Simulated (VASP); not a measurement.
# HgTe (P6_3/mmc) in VASP: further runs, part 2 of 3

VASP 6.6.1. Earlier steps stand in the parts before.

**3. Relaxation of cell and atoms, PBE**

This run uses another cell than the first one, of 23.62 Å³/atom, 0.804 times its volume.

File INCAR:

```
SYSTEM = HgTe
PREC = Accurate ; ENCUT = 600
EDIFF = 1E-7 ; ISMEAR = -1
SIGMA = 0.02 ; LREAL = .False.
LASPH = .True. ; NELM = 100
ALGO = Normal ; ISIF = 3
LWAVE = .False. ; LCHARG = .False.
GGA = PE ; IBRION = 2
NSW = 80 ; EDIFFG = -0.005
```

File KPOINTS:

```
regular mesh
0
Gamma
  6 6 4
  0 0 0
```

File POSCAR:

```
HgTe
1.0
    4.0599117000      0.0000000000      0.0000000000
   -2.0299558500      3.5159866693      0.0000000000
    0.0000000000      0.0000000000      6.6176560710
Hg Te
2 2
Direct
    0.0000000000      0.0000000000      0.0000000000
    0.0000000000      0.0000000000      0.5000000000
    0.3333333333      0.6666666667      0.2500000000
    0.6666666667      0.3333333333      0.7500000000
```

Potentials or basis: VASP PAW PBE potentials, release 64 (Hg, Te).

Launch:

```
$ cat potpaw_PBE.64/Hg/POTCAR potpaw_PBE.64/Te/POTCAR > POTCAR
$ mpirun -np 1 vasp_std > vasp.out
```

OUTCAR:

```text
SYSTEM = HgTe
   PREC = Accurate
   ENCUT = 600
   EDIFF = 1E-7
   ISMEAR = -1
   LREAL = .False.
   LASPH = .True.
   NELM = 100
   ISIF = 3
   GGA = PE
   IBRION = 2
   NSW = 80
   EDIFFG = -0.005

 ion  position               nearest neighbor table
   1  0.000  0.000  0.000-   3 2.87   4 2.87   3 2.87   4 2.87   4 2.87   3 2.87   2 3.31   2 3.31

   2  0.000  0.000  0.500-   3 2.87   4 2.87   3 2.87   4 2.87   4 2.87   3 2.87   1 3.31   1 3.31

   3  0.333  0.667  0.250-   1 2.87   2 2.87   1 2.87   2 2.87   1 2.87   2 2.87
   4  0.667  0.333  0.750-   1 2.87   2 2.87   1 2.87   2 2.87   1 2.87   2 2.87

  LATTYP: Found a hexagonal cell.
 ALAT       =     4.0599117000
 C/A-ratio  =     1.6300000000

  Lattice vectors:

 A1 = (   4.0599117000,   0.0000000000,   0.0000000000)
 A2 = (  -2.0299558500,   3.5159866693,   0.0000000000)
 A3 = (   0.0000000000,   0.0000000000,   6.6176560710)

Analysis of symmetry for initial positions (statically):
=====================================================================
 Subroutine PRICEL returns:
 Original cell was already a primitive cell.

 Routine SETGRP: Setting up the symmetry group for a
 hexagonal supercell.

 Subroutine GETGRP returns: Found 24 space group operations
 (whereof 12 operations were pure point group operations)
 out of a pool of 24 trial point group operations.

The static configuration has the point symmetry D_3d.
 The point group associated with its full space group is D_6h.

Analysis of symmetry for dynamics (positions and initial velocities):
=====================================================================
 Subroutine PRICEL returns:
 Original cell was already a primitive cell.

 Routine SETGRP: Setting up the symmetry group for a
 hexagonal supercell.

 Subroutine GETGRP returns: Found 24 space group operations
 (whereof 12 operations were pure point group operations)
 out of a pool of 24 trial point group operations.

The dynamic configuration has the point symmetry D_3d.
 The point group associated with its full space group is D_6h.

 Subroutine INISYM returns: Found 24 space group operations
 (whereof 12 operations are pure point group operations),
 and found     1 'primitive' translations

----------------------------------------------------------------------------------------

                                     Primitive cell

  volume of cell :      94.4644

  direct lattice vectors                    reciprocal lattice vectors
     4.059911700  0.000000000  0.000000000     0.246310776  0.142207593  0.000000000
    -2.029955850  3.515986669  0.000000000     0.000000000  0.284415185  0.000000000
     0.000000000  0.000000000  6.617656071     0.000000000  0.000000000  0.151110905

  length of vectors
     4.059911700  4.059911700  6.617656071     0.284415185  0.284415185  0.151110905

  position of ions in fractional coordinates (direct lattice)
     0.000000000  0.000000000  0.000000000
     0.000000000  0.000000000  0.500000000
     0.333333333  0.666666667  0.250000000
     0.666666667  0.333333333  0.750000000

  ion indices of the primitive-cell ions
   primitive index   ion index
                 1           1
                 2           2
                 3           3
                 4           4

----------------------------------------------------------------------------------------

 KPOINTS: regular mesh

Automatic generation of k-mesh.
 Grid dimensions read from file:
 generate k-points for:    6    6    4

 Generating k-lattice:

  Cartesian coordinates                     Fractional coordinates (reciprocal lattice)
     0.041051796  0.023701265  0.000000000     0.166666667  0.000000000  0.000000000
     0.000000000  0.047402531  0.000000000     0.000000000  0.166666667  0.000000000
     0.000000000  0.000000000  0.037777726     0.000000000  0.000000000  0.250000000

  Length of vectors
     0.047402531  0.047402531  0.037777726

  Shift w.r.t. Gamma in fractional coordinates (k-lattice)
     0.000000000  0.000000000  0.000000000

 Subroutine IBZKPT returns following result:
 ===========================================

 Found     21 irreducible k-points:

 Following reciprocal coordinates:
            Coordinates               Weight
  0.000000  0.000000  0.000000      1.000000
  0.166667  0.000000  0.000000      6.000000
  0.333333  0.000000  0.000000      6.000000
  0.500000  0.000000  0.000000      3.000000
  0.166667  0.166667  0.000000      6.000000
  0.333333  0.166667  0.000000     12.000000
[... 13 lines left out ...]
  0.333333  0.166667  0.500000     12.000000
  0.333333  0.333333  0.500000      2.000000
   k-points           NKPTS =     21   k-points in BZ     NKDIM =     21   number of bands    NBANDS=     22
   number of dos      NEDOS =    301   number of ions     NIONS =      4
   total plane-waves  NPLWV =  55296
   dimension x,y,z NGX =    32 NGY =   32 NGZ =   54
   dimension x,y,z NGXF=    64 NGYF=   64 NGZF=  108
   ions per type =               2   2
   NGX,Y,Z   is equivalent  to a cutoff of  13.10, 13.10, 13.57 a.u.
   NGXF,Y,Z  is equivalent  to a cutoff of  26.21, 26.21, 27.13 a.u.
 SYSTEM =  HgTe
   PREC   = accura    normal or accurate (medium, high low for compatibility)
   ISTART =      0    job   : 0-new  1-cont  2-samecut
   ICHARG =      2    charge: 1-file 2-atom 10-const
   ISPIN  =      1    spin polarized calculation?
   LNONCOLLINEAR =      F non collinear calculations
   LSORBIT =      F    spin-orbit coupling
   LASPH  =      T    aspherical Exc in radial PAW
   ENCUT  =  600.0 eV  44.10 Ry    6.64 a.u.   8.11  8.11 13.22*2*pi/ulx,y,z
   NELM   =    100;   NELMIN=  2; NELMDL= -5     # of ELM steps
   EDIFF  = 0.1E-06   stopping-criterion for ELM
   LREAL  =      F    real-space projection
   EDIFFG = -.5E-02   stopping-criterion for IOM
   NSW    =     80    number of steps for IOM
   IBRION =      2    ionic relax: 0-MD 1-quasi-New 2-CG
   NFREE  =      1    steps in history (QN), initial steepest desc. (CG)
   ISIF   =      3    stress and relaxation
   ISYM   =      2    0-nonsym 1-usesym 2-fastsym
   POTIM  = 0.5000    time-step for ionic-motion
   TEBEG  =    0.0;   TEEND  =   0.0 temperature during run
   PSTRESS=    0.0 pullay stress
   NELECT =      36.0000    total number of electrons
   NUPDOWN=      -1.0000    fix difference up-down
   EMIN   =  10.00;   EMAX   =-10.00  energy-range for DOS
   EFERMI =   0.00;   METHOD = LEGACY
   ISMEAR =    -1;   SIGMA  =   0.02  broadening in eV -4-tet -1-fermi 0-gaus
   EFERMI_NEDOS =   21; number of points for ismear=-14 and -15
   IALGO  =     38    algorithm
   IMIX   =      4    mixing-type and parameters
     AMIX     =   0.40;   BMIX     =  1.00
     AMIX_MAG =   1.60;   BMIX_MAG =  1.00
  volume/ion in A,a.u.               =      23.62       159.37
  Fermi-wavevector in a.u.,A,eV,Ry     =   1.186915  2.242944 19.167446  1.408768
  Thomas-Fermi vector in A             =   2.323078
   LORBIT       =      0    0 simple, 1 ext, 2 COOP (PROOUT), +10 PAW based schemes
   GGA     = PE    functional components
   LHFCALC =     F    Hartree Fock is set to
   AEXX    =    0.0000 exact exchange contribution
   IVDW    =     0    specifies the selected vdW correction
   LEPSILON=     F    determine dielectric tensor
   LRPA    =     F    only Hartree local field effects (RPA)
 conjugate gradient relaxation of ions
 non-spin polarized calculation
  energy-cutoff  :      600.00
  volume of cell :       94.46
 maximum number of plane-waves:      3177
   NGX = 17   NGY = 17   NGZ = 27

--------------------------------------- Ionic step        1  -------------------------------------------

 number of electron      36.0000000 magnetization

 Free energy of the ion-electron system (eV)
  ---------------------------------------------------
  ext. energy  EPLUGINS =         0.00000000
  ---------------------------------------------------
  free energy    TOTEN  =        -5.29793328 eV

  energy without entropy =       -5.29322089  energy(sigma->0) =       -5.29557708

 E-fermi :   6.7404     XC(G=0): -10.7590

 val. band max:        6.7021307153   @ k =   0.3333   0.3333   0.5000
 cond. band min:       6.7418357600   @ k =   0.1667   0.0000   0.2500
 fundamental gap:      0.0397050447
 Fermi energy:         6.7403925882

 k-point     1 :       0.0000    0.0000    0.0000
  band No.  band energies     occupation
      1      -6.8813      2.00000
      2      -5.0122      2.00000
      3      -1.7283      2.00000
      4      -1.4745      2.00000
      5      -1.4745      2.00000
      6      -1.3436      2.00000
[... 815 lines left out ...]
  energy  without entropy=       -6.4750503523  energy(sigma->0) =       -6.47744716

--------------------------------------- Ionic step        9  -------------------------------------------

 number of electron      36.0000000 magnetization

 Free energy of the ion-electron system (eV)
  ---------------------------------------------------
  ext. energy  EPLUGINS =         0.00000000
  ---------------------------------------------------
  free energy    TOTEN  =        -6.47989755 eV

  energy without entropy =       -6.47511402  energy(sigma->0) =       -6.47750578

 E-fermi :   4.0977     XC(G=0):  -9.6926

 val. band max:        3.9440911318   @ k =   0.0000   0.0000   0.5000
 cond. band min:       4.1111117554   @ k =   0.5000   0.0000   0.2500
 fundamental gap:      0.1670206235
 Fermi energy:         4.0976971261

 k-point     1 :       0.0000    0.0000    0.0000
  band No.  band energies     occupation
      1      -7.8137      2.00000
      2      -6.8259      2.00000
      3      -2.8505      2.00000
      4      -2.8478      2.00000
      5      -2.8478      2.00000
      6      -2.7498      2.00000
[... 545 lines left out ...]
  FREE ENERGIE OF THE ION-ELECTRON SYSTEM (eV)
  ---------------------------------------------------
  free  energy   TOTEN  =        -6.4798975489 eV

  energy  without entropy=       -6.4751140182  energy(sigma->0) =       -6.47750578

 reached required accuracy - stopping structural energy minimisation
```

OSZICAR:

```text
N       E                     dE             d eps       ncg     rms          rms(c)
DAV:   1     0.275451419601E+03    0.27545E+03   -0.18421E+04   924   0.167E+03
DAV:   2     0.723935569749E+01   -0.26821E+03   -0.26163E+03  1002   0.366E+02
DAV:   3    -0.560634834860E+01   -0.12846E+02   -0.12558E+02  1098   0.781E+01
DAV:   4    -0.575311230151E+01   -0.14676E+00   -0.14657E+00  1074   0.772E+00
[... 100 lines left out ...]
DAV:   4    -0.647990354056E+01    0.17840E-04   -0.24811E-05   936   0.301E-02    0.202E-02
DAV:   5    -0.647989779173E+01    0.57488E-05   -0.13236E-05  1026   0.362E-02    0.123E-02
DAV:   6    -0.647989764115E+01    0.15058E-06   -0.15854E-06   930   0.135E-02    0.756E-03
DAV:   7    -0.647989752064E+01    0.12051E-06   -0.76248E-07   918   0.946E-03    0.117E-03
DAV:   8    -0.647989754894E+01   -0.28297E-07   -0.94759E-08   462   0.183E-03
   9 F= -.64798975E+01 E0= -.64775058E+01  d E =-.104732E-03
```

CONTCAR:

```text
HgTe
   1.00000000000000
     4.2633248764498832   -0.0000000000000000    0.0000000000000000
    -2.1316624382249416    3.6921476475670318   -0.0000000000000000
     0.0000000000000000   -0.0000000000000000    7.4795329435059319
  Hg              Te
     2     2
Direct
     0.0000000000000000    0.0000000000000000    0.0000000000000000
     0.0000000000000000    0.0000000000000000    0.5000000000000000
     0.3333333332999970    0.6666666667000030    0.2500000000000000
     0.6666666667000030    0.3333333332999970    0.7500000000000000

  0.00000000E+00  0.00000000E+00  0.00000000E+00
  0.00000000E+00  0.00000000E+00  0.00000000E+00
  0.00000000E+00  0.00000000E+00  0.00000000E+00
  0.00000000E+00  0.00000000E+00  0.00000000E+00
```

It took 2.4 min on 1 thread of Intel Xeon 6975P-C (Granite Rapids), shared host; peak memory 0.26 GiB.

Results:

| Item | Value |
| --- | --- |
| Free energy | -6.4799 eV |
| Relaxed volume | 29.43 Å³/atom |
| Relaxed cell | a = 4.263 Å, b = 4.263 Å, c = 7.480 Å, α = 90.00°, β = 90.00°, γ = 120.00° |
| Space group after relaxing (to 0.05 Å) | P6_3/mmc (No. 194) |
| Energy gained by relaxing | 295.5 meV/atom |
| Ionic steps | 9 |
| Pressure after relaxing | 0.0 GPa |
| Band gap on the k mesh | none (metal or under the smearing width) |

The path:
| step | energy change (eV) | largest force (eV/Å) | pressure (GPa) | volume (Å³) |
| --- | --- | --- | --- | --- |
| 1 | 0.0000 | 0.0000 | 19.05 | 94.46 |
| 2 | -0.8340 | 0.0000 | -4.55 | 138.20 |
| 3 | -1.1617 | 0.0000 | -0.04 | 118.52 |
| 4 | -1.1616 | 0.0000 | -0.23 | 119.04 |
| 5 | -1.1708 | 0.0000 | -0.22 | 118.79 |
| 6 | -1.1818 | 0.0000 | -0.10 | 117.96 |
| 7 | -1.1819 | 0.0000 | -0.11 | 118.03 |
| 8 | -1.1819 | 0.0000 | 0.09 | 117.53 |
| 9 | -1.1820 | 0.0000 | 0.00 | 117.73 |

Final structure:
```xyz
4
Lattice="4.2633 0.0000 0.0000 -2.1317 3.6921 0.0000 0.0000 0.0000 7.4795" Properties=species:S:1:pos:R:3 pbc="T T T"
Hg    0.0000    0.0000    0.0000
Hg    0.0000    0.0000    3.7398
Te    0.0000    2.4614    1.8699
Te    2.1317    1.2307    5.6096
```

Caveat: the volume moved by over 15 % at a fixed basis, so the end points are rough.

(Part 2 of 3 ends here.)
